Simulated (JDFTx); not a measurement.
Crystal: Ta.

```xyz
1
Lattice="-1.6513 1.6513 1.6513 1.6513 -1.6513 1.6513 1.6513 1.6513 -1.6513" Properties=species:S:1:pos:R:3 pbc="T T T"
Ta    0.0000    0.0000    0.0000
```

| Quantity | Value |
| --- | --- |
| Program | JDFTx 1.7.0 (patched build) |
| Task | single point |
| Functional | PBE |
| Potentials or basis | PseudoDojo-SR-PBE-0.5-standard |
| Cutoff | 789 eV |
| Density cutoff | 3157 eV |
| k mesh | 11 × 11 × 11 |
| Occupations | fermi-dirac, width 0.05 eV |
| Spin | no spin polarisation |

On this cell: pressure 2.5 GPa; band gap on the k mesh none (metal or under the smearing width).

The same run follows on a disturbed copy (cell strained at random at fixed volume):

```
Ta
1.0
    -1.62073    1.65465    1.62924
     1.69780   -1.62617    1.67783
     1.62244    1.62787   -1.60076
Ta
1
Direct
  0.00191 0.97643 0.99590
```

What does the disturbed cell give?

The energy (extrapolated to zero smearing) moves by +14.9 meV/atom; pressure 2.9 GPa; band gap on the k mesh none (metal or under the smearing width).

Stress tensor (GPa, compression positive):
```
 2.37 -0.25 -4.41
-0.25  3.65 -1.50
-4.41 -1.50  2.82
```
